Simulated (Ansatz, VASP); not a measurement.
Cu in VASP and in Ansatz

```xyz
2
Lattice="2.5341 0.0000 0.0000 -1.2670 2.1946 0.0000 0.0000 0.0000 4.1126" Properties=species:S:1:pos:R:3 pbc="T T T"
Cu    1.2670    0.7315    3.0844
Cu    0.0000    1.4631    1.0281
```

This isn't the form of Cu at room conditions, which is fcc.

Alike in both runs: functional PBEsol; k mesh 10 × 10 × 6; occupations fermi-dirac, width 0.05 eV; no spin polarisation.

|  | VASP | Ansatz |
| --- | --- | --- |
| version | VASP 6.6.1 | Ansatz 0.2.0 |
| potentials or method | VASP PAW PBE potentials, release 64 (Cu) | Ansatz PAW |
| plane-wave cutoff (eV) | 520 | 420 |
| valence electrons in the cell | 22 | 38 |
| task | single point | band structure |

```tsv
	VASP	Ansatz	Ansatz less VASP
gap on the k mesh at the Fermi level (eV)	none	none	-
pressure (GPa)	-0.7	-1.4	-0.73
largest component of the traceless stress (GPa)	0.10	0.09	-0.011
```

A gap of «none» marks a metal or a gap that the smearing closes. The two sets of potentials don't hold the same shells in valence.

Caveats: the PAW data sets were made with another functional, which shifts forces and pressure a little (VASP); the PAW data sets come from PBE, with cores solved anew for the run's functional, which leaves a small shift of forces and pressure (Ansatz).
